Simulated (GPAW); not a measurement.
**E(q) of free-standing triangular Co monolayer, spacing 2.8 A**

Aim: the energy of spin spirals in free-standing triangular Co monolayer, spacing 2.8 A along a path of wavevectors.

Method: LDA; plane waves with GPAW's PAW setups, scalar-relativistic, flat spin spiral by the generalised Bloch theorem, in GPAW 26.7.0.

**1. Starting point**

The cell holds 1 atom: 1 Co. Its edges and angles: a = 2.800 Å, b = 2.800 Å, c = 14.000 Å, α = 90.0°, β = 90.0°, γ = 120.0°. model lattice. Vacuum lies along c.

The settings of this session are not all sound (see the inputs), so it shows what such settings give, not the properties of the crystal.

**2. Run at q = 0**

The energies of all spirals count from this run, made with the same spinor basis and mesh so that errors cancel.

The moments start as ferro +, in the xy plane (a flat spiral, cone angle 90°).

Input file spiral0.py:

```python
import json
import numpy as np
from ase import Atoms
from ase.parallel import paropen, parprint
from gpaw import GPAW
from gpaw.spinorbit import soc_eigenstates

atoms = Atoms(['Co'],
    cell=[[2.8, 0.0, 0.0],
         [-1.4, 2.424871, 0.0],
         [0.0, 0.0, 14.0]],
    scaled_positions=[[0.0, 0.0, 0.5]],
    pbc=True)
magmoms = [[2.0, 0.0, 0.0]]
atoms.calc = GPAW(mode={'name': 'pw', 'ecut': 220.0, 'qspiral': [0.0, 0.0, 0.0]},
    xc='LDA',
    kpts={'size': (8, 8, 1), 'gamma': True},
    occupations={'name': 'fermi-dirac', 'width': 0.1},
    convergence={'density': 1e-05, 'energy': 1e-05},
    maxiter=200,
    magmoms=magmoms,
    symmetry='off',
    parallel={'domain': 1, 'band': 1},
    txt='spiral0.txt')
e = atoms.get_potential_energy(force_consistent=True)
total, sites = atoms.calc.dft.magmoms()
res = {'free_energy': e, 'fermi_energy': atoms.calc.get_fermi_level(), 'total': total.tolist(), 'moments': sites.tolist()}
parprint(f'free energy: {e:.6f} eV')
parprint('site moments (muB):', np.round(sites, 3))
e0 = soc_eigenstates(atoms.calc, projected=True, scale=0.0).calculate_band_energy()
res['planes'] = []
for theta, phi in [[0, 0], [90, 0], [90, 90], [90, 180], [90, 270], [180, 0]]:  # the normal of the spiral plane
    de = soc_eigenstates(atoms.calc, projected=True, theta=theta, phi=phi).calculate_band_energy() - e0
    res['planes'].append([theta, phi, 1000 * de])
    parprint(f'normal theta {theta} phi {phi}: spin-orbit energy {1000 * de:.4f} meV')
with paropen('results.json', 'w') as f:
    json.dump(res, f)
```

Command:

```bash
$ OMP_NUM_THREADS=1 mpirun -n 4 gpaw python spiral0.py > spiral0.log
```

Numbers of over 12 decimals in the logs are rounded to 6 here.

Log:

```text
free energy: -3.979609 eV
site moments (muB): [[ 2.054  0.    -0.   ]]
normal theta 0 phi 0: spin-orbit energy -2.1570 meV
normal theta 90 phi 0: spin-orbit energy -2.6882 meV
normal theta 90 phi 90: spin-orbit energy -2.6881 meV
normal theta 90 phi 180: spin-orbit energy -2.6882 meV
normal theta 90 phi 270: spin-orbit energy -2.6881 meV
normal theta 180 phi 0: spin-orbit energy -2.1570 meV

--- spiral0.txt ---
Input parameters:
  mode=PW(ecut=220.0, qspiral=[0.0, 0.0, 0.0]),
  convergence={'density': 1e-05, 'energy': 1e-05},
  kpts=MonkhorstPack(size=(8, 8, 1), gamma=True),
  magmoms=array([[2., 0., 0.]]),
  maxiter=200,
  occupations=Occupations(name='fermi-dirac', width=0.1),
  parallel={'domain': 1, 'band': 1},
  symmetry=Symmetry(point_group=False, time_reversal=False),
  xc=XC(name='LDA')

Diagonalizing LCAO Hamiltonian
Converting LCAO to pw mode

       Co

Atoms  # Å, Bohr magnetons
|   | symbol |        x |        y |        z |    initial magnetic moments |
|---|--------|----------|----------|----------|-----------------------------|
| 0 |     Co | 0.000000 | 0.000000 | 7.000000 | ( 2.0000,  0.0000,  0.0000) |

Unit cell  # Å
| periodic |         x |        y |         z |   lengths |     angles |
|----------|-----------|----------|-----------|-----------|------------|
|      yes |  2.800000 | 0.000000 |  0.000000 |  2.800000 |  90.000000 |
|      yes | -1.400000 | 2.424871 |  0.000000 |  2.800000 |  90.000000 |
|      yes |  0.000000 | 0.000000 | 14.000000 | 14.000000 | 120.000001 |

Number of symmetries: 1

BZ-sampling:
  Number of BZ points: 64
  Number of IBZ points: 64

  Monkhorst-Pack size: [8, 8, 1]
  Monkhorst-Pack shift: [0.0625, 0.0625, 0.0]

K-points  # in reciprocal-cell coordinates
|     |                                coordinates |     weight |
|-----|--------------------------------------------|------------|
|   0 | ( -0.37500000,  -0.37500000,   0.00000000) | 0.01562500 |
|   1 | ( -0.37500000,  -0.25000000,   0.00000000) | 0.01562500 |
|   2 | ( -0.37500000,  -0.12500000,   0.00000000) | 0.01562500 |
|   3 | ( -0.37500000,   0.00000000,   0.00000000) | 0.01562500 |
|   4 | ( -0.37500000,   0.12500000,   0.00000000) | 0.01562500 |
|   5 | ( -0.37500000,   0.25000000,   0.00000000) | 0.01562500 |
|   6 | ( -0.37500000,   0.37500000,   0.00000000) | 0.01562500 |
|   7 | ( -0.37500000,   0.50000000,   0.00000000) | 0.01562500 |
|   8 | ( -0.25000000,  -0.37500000,   0.00000000) | 0.01562500 |
|   9 | ( -0.25000000,  -0.25000000,   0.00000000) | 0.01562500 |
| ... |                                            |            |
|  63 | (  0.50000000,   0.50000000,   0.00000000) | 0.01562500 |

Plane wave coefficients: 725
Cutoff: 220.000000 eV

Spin-components: 4 (non-collinear spins)
Bands:           18
Projectors:      6
Spin-degeneracy: 1
Datatype:        complex128

Parallelization:
  kpt:    4
  domain: 1
  band:   1

Density:
  Valence electrons: 9.0
  Components: 4
  Grid points: [10 10 48]
  Charge: 0.0  # |e|

Potential:
  Grid points: [10 10 48]

species:
  Co:
    name:    Cobalt
    Z:       27.0
    valence: 9
    core:    18
    charge:  0.0  # [|e|]
    compensation charges:
      type: gauss
      rc: 0.32  # [Å]
      lmax: 2
    cutoffs:
      filter: 1.87  # [Å]
      core: 2.55  # [Å]
    projectors
    | kind |    occ | energy [eV] | rcut [Å] |
    |------|--------|-------------|----------|
    |   4s |  2.000 |      -5.672 |    1.005 |
    |   4p |  0.000 |      -1.387 |    1.058 |
    |   3d |  7.000 |      -8.461 |    1.005 |
    |    s |        |      21.539 |    1.005 |
    |    p |        |      25.825 |    1.058 |
    |    d |        |      18.750 |    1.005 |

    Using partial waves for Co as LCAO basis

Reference energy: -37838.266704  # eV

eigensolver:
  PPCG
  Converge bands: occupied
  niter=2

density mixing:
  MSR1-Mixer
  Pratt-step length: 0.05
  Maximum mixing coefficient: 0.75
  Old densities: 10
  SVD Regularization: 0.005
  Good broyden scale: 1.0
  Trust region scale: 1.0
  Backstep threshold: 4.0
  History deletion threshold: 6.0
  Fourier metric: weight=20.0, sigma=0.015

occupation numbers:
  Fermi-Dirac:
    width: 0.1000  # eV

poisson solver:
  ecut: 1760.000000  # eV

xc functional:
  name: None

convergence criteria:
- Maximum integral of absolute [dens]ity change: 1e-05 electrons / valence electron
- Maximum [total energy] change in last 3 cyles: 1e-05 eV / valence electron
- Maximum integral of absolute [eigenst]ate change: 4e-08 eV^2 / valence electron
maximum number of iterations: 200

SCF iterations
|iter     |      energy | eigst |  dens |
|---------|-------------|-------|-------|
|iter:   1|       0s |   -4.123109 | -0.76 |       | +2.0,+0.0,+0.0|
|iter:   2|       1s |   -4.059378 | -1.80 | -0.93 | +2.0,-0.0,+0.0|
|iter:   3|       3s |   -3.941826 | -2.00 | -0.99 | +2.1,+0.0,-0.0|
|iter:   4|       4s |   -3.923501 | -2.82 | -1.29 | +2.1,+0.0,-0.0|
|iter:   5|       6s |   -3.925195 | -3.56 | -1.62 | +2.1,+0.0,-0.0|
|iter:   6|       7s |   -3.926619 | -4.12 | -1.91 | +2.2,+0.0,-0.0|
|iter:   7|       8s |   -3.926706 | -5.01 | -2.45 | +2.2,+0.0,-0.0|
|iter:   8|      10s |   -3.926703c| -5.88 | -2.84 | +2.2,+0.0,-0.0|
|iter:   9|      11s |   -3.926692c| -6.29 | -3.25 | +2.2,+0.0,-0.0|
|iter:  10|      12s |   -3.926693c| -7.71c| -3.93 | +2.2,+0.0,-0.0|
|iter:  11|      13s |   -3.926694c| -7.68c| -4.31 | +2.2,+0.0,-0.0|
|iter:  12|      14s |   -3.926694c| -8.47c| -5.01c| +2.2,+0.0,-0.0|

Converged in 12 steps
Energy contributions relative to reference atoms: (reference = -37838.266704)

Energy contributions:
  Kinetic:         -15.727966
  Coulomb:          17.182874
  Zero:              0.135216
  External:          0.000000
  Xc:               -5.463903
  Entropy:          -0.105830
  Spinorbit:         0.000000
  ----------------------------
  Free energy:      -3.979609
  Extrapolated:     -3.926694

dipole moment: (-3.802158, -6.585530, -0.000006)  # |e|*Ang

Total magnetic moment: (2.151717, 0.000000, -0.000000)

Local magnetic moments
|        x |        y |         z |
|----------|----------|-----------|
| 2.054199 | 0.000000 | -0.000000 |  # Co   0

Fermi level: -3.202
Eigenvalues  # (at kpt = [-0.375, -0.375, 0.000])
| band index |      eig [eV] | occ [0-1] |
|------------|---------------|-----------|
|          0 |        -5.721 |     1.000 |
|          1 |        -5.577 |     1.000 |
|          2 |        -5.311 |     1.000 |
|          3 |        -5.112 |     1.000 |
|          4 |        -4.987 |     1.000 |
|          5 |        -4.144 |     1.000 |
|          6 |        -3.741 |     0.995 |
|          7 |        -3.515 |     0.958 |
|          8 |        -3.388 |     0.866 |
|          9 |        -3.021 |     0.140 |
|         10 |         0.570 |     0.000 |
|         11 |         1.226 |     0.000 |
|         12 |         1.501 |     0.000 |
|         13 |         2.236 |     0.000 |
|         14 |         4.298 |     0.000 |
|         15 |         4.882 |     0.000 |
|         16 |         5.050 |     0.000 |
|         17 |         5.370 |     0.000 |

No gap
No difference between direct/indirect transitions
Total magnetic moment: (2.151717, 0.000000, -0.000000)

Local magnetic moments
|        x |        y |         z |
|----------|----------|-----------|
| 2.054199 | 0.000000 | -0.000000 |  # Co   0
```

Wall time 18 s (4 MPI ranks of Arm Neoverse V1, shared host); peak memory 0.63 GiB.

Numbers from this step:

- magnetization: 2.152, 0, 0 μB
- final state: ferromagnetic
- largest moment: 2.054 μB

After 12 cycles the largest moment stands at 2.05 μB.

**3. Self-consistent at q = (0.4444, 0.1111, 0)**

Letting the density relax at each wavevector costs more and lets the moment shrink where turning it is dear.

spiral4.py is the script of step 2 with these lines changed:

```diff
@@ -13,4 +13,4 @@
     pbc=True)
-magmoms = [[2.0, 0.0, 0.0]]
-atoms.calc = GPAW(mode={'name': 'pw', 'ecut': 220.0, 'qspiral': [0.0, 0.0, 0.0]},
+magmoms = [[2.05, 0.0, 0.0]]
+atoms.calc = GPAW(mode={'name': 'pw', 'ecut': 220.0, 'qspiral': [0.444444, 0.111111, 0.0]},
     xc='LDA',
@@ -23,3 +23,3 @@
     parallel={'domain': 1, 'band': 1},
-    txt='spiral0.txt')
+    txt='spiral4.txt')
 e = atoms.get_potential_energy(force_consistent=True)
```

Command:

```bash
$ OMP_NUM_THREADS=1 mpirun -n 4 gpaw python spiral4.py > spiral4.log
```

Log:

```text
free energy: -3.208574 eV
site moments (muB): [[ 1.853 -0.    -0.   ]]
normal theta 0 phi 0: spin-orbit energy -2.6750 meV
normal theta 90 phi 0: spin-orbit energy -3.4012 meV
normal theta 90 phi 90: spin-orbit energy -3.5804 meV
normal theta 90 phi 180: spin-orbit energy -3.4012 meV
normal theta 90 phi 270: spin-orbit energy -3.5804 meV
normal theta 180 phi 0: spin-orbit energy -2.6750 meV

--- spiral4.txt ---
Input parameters:
  mode=PW(ecut=220.0, qspiral=[0.444444, 0.111111, 0.0]),
  convergence={'density': 1e-05, 'energy': 1e-05},
  kpts=MonkhorstPack(size=(8, 8, 1), gamma=True),
  magmoms=array([[2.05, 0.  , 0.  ]]),
  maxiter=200,
  occupations=Occupations(name='fermi-dirac', width=0.1),
  parallel={'domain': 1, 'band': 1},
  symmetry=Symmetry(point_group=False, time_reversal=False),
  xc=XC(name='LDA')

Diagonalizing LCAO Hamiltonian
Converting LCAO to pw mode

       Co

Atoms  # Å, Bohr magnetons
|   | symbol |        x |        y |        z |    initial magnetic moments |
|---|--------|----------|----------|----------|-----------------------------|
| 0 |     Co | 0.000000 | 0.000000 | 7.000000 | ( 2.0500,  0.0000,  0.0000) |

Number of symmetries: 1

BZ-sampling:
  Number of BZ points: 64
  Number of IBZ points: 64

  Monkhorst-Pack size: [8, 8, 1]
  Monkhorst-Pack shift: [0.0625, 0.0625, 0.0]

Plane wave coefficients: 725
Cutoff: 220.000000 eV

Spin-components: 4 (non-collinear spins)
Bands:           18
Projectors:      6
Spin-degeneracy: 1
Datatype:        complex128

Parallelization:
  kpt:    4
  domain: 1
  band:   1

Density:
  Valence electrons: 9.0
  Components: 4
  Grid points: [10 10 48]
  Charge: 0.0  # |e|

Potential:
  Grid points: [10 10 48]

[... setups left out ...]
Reference energy: -37838.266704  # eV

convergence criteria:
- Maximum integral of absolute [dens]ity change: 1e-05 electrons / valence electron
- Maximum [total energy] change in last 3 cyles: 1e-05 eV / valence electron
- Maximum integral of absolute [eigenst]ate change: 4e-08 eV^2 / valence electron
maximum number of iterations: 200

SCF iterations
|iter     |      energy | eigst |  dens |
|---------|-------------|-------|-------|
|iter:   1|       0s |   -3.205840 | +1.07 |       | +2.1,+0.0,+0.0|
|iter:   2|       1s |   -3.240940 | -0.70 | -0.80 | +2.0,+0.0,+0.0|
|iter:   3|       3s |   -3.132190 | -1.44 | -0.86 | +2.0,-0.0,-0.0|
|iter:   4|       4s |   -3.122352 | -2.04 | -1.20 | +2.0,-0.0,-0.0|
|iter:   5|       6s |   -3.119630 | -2.60 | -1.33 | +1.9,-0.0,-0.0|
|iter:   6|       7s |   -3.121365 | -3.44 | -1.80 | +1.9,-0.0,-0.0|
|iter:   7|       8s |   -3.122135 | -3.88 | -2.06 | +1.9,-0.0,-0.0|
|iter:   8|      10s |   -3.122134 | -4.69 | -2.63 | +1.9,-0.0,-0.0|
|iter:   9|      11s |   -3.122133c| -5.52 | -3.07 | +1.9,-0.0,-0.0|
|iter:  10|      13s |   -3.122133c| -6.09 | -3.34 | +1.9,-0.0,-0.0|
|iter:  11|      14s |   -3.122134c| -6.75 | -3.91 | +1.9,-0.0,-0.0|
|iter:  12|      15s |   -3.122136c| -7.39 | -4.06 | +1.9,-0.0,-0.0|
|iter:  13|      16s |   -3.122137c| -7.60c| -4.28 | +1.9,-0.0,-0.0|
|iter:  14|      17s |   -3.122138c| -7.74c| -4.52 | +1.9,-0.0,-0.0|
|iter:  15|      18s |   -3.122137c| -8.23c| -5.11c| +1.9,-0.0,-0.0|

Converged in 15 steps
Energy contributions relative to reference atoms: (reference = -37838.266704)

Energy contributions:
  Kinetic:         -16.996944
  Coulomb:          18.905192
  Zero:              0.253142
  External:          0.000000
  Xc:               -5.197091
  Entropy:          -0.172872
  Spinorbit:         0.000000
  ----------------------------
  Free energy:      -3.208574
  Extrapolated:     -3.122137

dipole moment: (-3.807131, -6.594144, -0.000006)  # |e|*Ang

Total magnetic moment: (1.882249, -0.000000, -0.000000)

Local magnetic moments
|        x |         y |         z |
|----------|-----------|-----------|
| 1.853495 | -0.000000 | -0.000000 |  # Co   0

Fermi level: -3.177
Eigenvalues  # (at kpt = [-0.375, -0.375, 0.000])
| band index |      eig [eV] | occ [0-1] |
|------------|---------------|-----------|
|          0 |        -5.732 |     1.000 |
|          1 |        -5.308 |     1.000 |
|          2 |        -5.267 |     1.000 |
|          3 |        -5.084 |     1.000 |
|          4 |        -4.849 |     1.000 |
[...]
|         13 |         2.745 |     0.000 |
|         14 |         2.989 |     0.000 |
|         15 |         3.763 |     0.000 |
|        ... |               |           |
|         17 |         6.771 |     0.000 |

No gap
No difference between direct/indirect transitions
Total magnetic moment: (1.882249, -0.000000, -0.000000)

Local magnetic moments
|        x |         y |         z |
|----------|-----------|-----------|
| 1.853495 | -0.000000 | -0.000000 |  # Co   0
```

It took 22 s on 4 MPI ranks; peak memory 0.64 GiB.

This step gave:

```yaml
magnetization: 1.882, 0, 0 μB
final_state: spiral
largest_moment: 1.853 μB
```

Moments of a spiral are printed for the first cell, in the frame that turns with it; over the crystal the turning parts cancel.

It lies 771 meV a seeded atom from q = 0, with a moment of 1.85 μB against 2.05 μB.

Projected spin-orbit coupling at the spiral's frozen potential. Spin orbit by plane, by row:

| theta of the normal (degrees) | phi (degrees) | spin-orbit energy (meV a cell) |
| --- | --- | --- |
| 0 | 0 | -2.675 |
| 90 | 0 | -3.401 |
| 90 | 90 | -3.58 |
| 90 | 180 | -3.401 |
| 90 | 270 | -3.58 |
| 180 | 0 | -2.675 |

**4. Self-consistent at q = (0.3333, 0.3333, 0)**

spiral6.py is the script of step 3 with these lines changed:

```diff
@@ -14,3 +14,3 @@
 magmoms = [[2.05, 0.0, 0.0]]
-atoms.calc = GPAW(mode={'name': 'pw', 'ecut': 220.0, 'qspiral': [0.444444, 0.111111, 0.0]},
+atoms.calc = GPAW(mode={'name': 'pw', 'ecut': 220.0, 'qspiral': [0.333333, 0.333333, 0.0]},
     xc='LDA',
@@ -23,3 +23,3 @@
     parallel={'domain': 1, 'band': 1},
-    txt='spiral4.txt')
+    txt='spiral6.txt')
 e = atoms.get_potential_energy(force_consistent=True)
```

Command:

```bash
$ OMP_NUM_THREADS=1 mpirun -n 4 gpaw python spiral6.py > spiral6.log
```

Log:

```text
free energy: -3.038805 eV
site moments (muB): [[1.847 0.    0.   ]]
normal theta 0 phi 0: spin-orbit energy -2.4659 meV
normal theta 90 phi 0: spin-orbit energy -3.6625 meV
normal theta 90 phi 90: spin-orbit energy -3.5193 meV
normal theta 90 phi 180: spin-orbit energy -3.6625 meV
normal theta 90 phi 270: spin-orbit energy -3.5193 meV
normal theta 180 phi 0: spin-orbit energy -2.4659 meV

--- spiral6.txt ---
[...]
|         13 |         1.814 |     0.000 |
|         14 |         4.116 |     0.000 |
|         15 |         4.508 |     0.000 |
|        ... |               |           |
|         17 |         7.024 |     0.000 |

No gap
No difference between direct/indirect transitions
Total magnetic moment: (1.858216, 0.000000, 0.000000)

Local magnetic moments
|        x |        y |        z |
|----------|----------|----------|
| 1.846530 | 0.000000 | 0.000000 |  # Co   0


[key lines of the parts left out:]
Free energy:      -3.038805
Converged in 15 steps
dipole moment: (-3.809756, -6.598690, -0.000006)  # |e|*Ang
Fermi level: -3.171
```

Elapsed: 22 s, on 4 MPI ranks; peak memory 0.63 GiB.

This step gave:

```yaml
magnetization: 1.858, 0, 0 μB
final_state: spiral
largest_moment: 1.847 μB
```

It lies 941 meV a seeded atom from q = 0, with a moment of 1.85 μB against 2.05 μB.

Projected spin-orbit coupling at the spiral's frozen potential. Spin orbit by plane, by row:

| theta of the normal (degrees) | phi (degrees) | spin-orbit energy (meV a cell) |
| --- | --- | --- |
| 0 | 0 | -2.466 |
| 90 | 0 | -3.663 |
| 90 | 90 | -3.519 |
| 90 | 180 | -3.663 |
| 90 | 270 | -3.519 |
| 180 | 0 | -2.466 |

**5. The whole path**

Wavevectors, in fractions of the reciprocal vectors: (0, 0, 0); (0.167, -0, 0); (0.333, -0, 0); (0.5, -0, 0); (0.444, 0.111, 0); (0.389, 0.222, 0); (0.333, 0.333, 0); (0.222, 0.222, 0); (0.111, 0.111, 0); (0, 0, 0). The path runs through Γ, M, K, Γ.

Table of energy less that at q = 0, self-consistent by path:

| path (Å⁻¹) | energy less that at q = 0, self-consistent (meV a seeded atom) |
| --- | --- |
| 0.00 | 0 |
| 0.43 | 107 |
| 0.86 | 384 |
| 1.30 | 756 |
| 1.54 | 771 |
| 1.79 | 838 |
| 2.04 | 941 |
| 2.54 | 507 |
| 3.04 | 140 |
| 3.54 | 0 |

The moment, largest site moment by path:

| path (Å⁻¹) | moment, largest site moment (μB) |
| --- | --- |
| 0.00 | 2.05 |
| 0.43 | 1.98 |
| 0.86 | 1.89 |
| 1.30 | 1.88 |
| 1.54 | 1.85 |
| 1.79 | 1.88 |
| 2.04 | 1.85 |
| 2.54 | 1.91 |
| 3.04 | 1.97 |
| 3.54 | 2.05 |

Spin-orbit energy of the spiral against path; values in meV a cell:

| path (Å⁻¹) | normal theta 0 phi 0 | normal theta 90 phi 0 | normal theta 90 phi 90 | half the difference of normals +x and -x | of +y and -y | of +z and -z |
| --- | --- | --- | --- | --- | --- | --- |
| 0.00 | -2.16 | -2.69 | -2.69 | -7.1e-12 | -3.6e-12 | 3.6e-12 |
| 0.43 | -2.15 | -2.82 | -2.86 | 7.1e-12 | -3.6e-12 | 0 |
| 0.86 | -2.55 | -3.10 | -3.19 | 0 | 7.1e-12 | 3.6e-12 |
| 1.30 | -2.71 | -3.30 | -3.55 | 0 | 0 | 0 |
| 1.54 | -2.68 | -3.40 | -3.58 | 0 | -7.1e-12 | -3.6e-12 |
| 1.79 | -2.57 | -3.54 | -3.58 | 7.1e-12 | 3.6e-12 | 0 |
| 2.04 | -2.47 | -3.66 | -3.52 | 0 | -7.1e-12 | 3.6e-12 |
| 2.54 | -2.73 | -3.41 | -3.29 | -7.1e-12 | 0 | 3.6e-12 |
| 3.04 | -2.24 | -2.93 | -2.86 | 0 | 0 | 0 |
| 3.54 | -2.16 | -2.69 | -2.69 | -7.1e-12 | -3.6e-12 | 3.6e-12 |

**6. Results**

```json
{"lowest point": "(0, 0, 0), 0 meV a seeded atom (self-consistent)", "highest point": "(0.333, 0.333, 0), 941 meV a seeded atom"}
```

No spiral on the path lies under the state at q = 0; the dearest costs 941 meV a seeded atom. The moment changes by 10 % along the path. Opposite normals cost the same, so no Dzyaloshinskii–Moriya term shows on this path. The mesh is the same for all points and was not tested: differences of a few meV, and of some ten in a metal, can be noise.

[Logs and program files are shortened in this print: banners, set-up blocks, solver, clock and traceback lines can be left out without a mark of their own.]

[Logs are printed without paths, hosts, clocks, repeated set-up lines and the standing remarks that a program may print on its own settings, such as how far it seeks lower states.]

[Hosts, paths, dates, database ids (printed as entryN), source tags and the programs' standing remarks are cut or masked in the printed files.]

[Where a cell is said to come from a database of computed structures, the database is the Materials Project.]
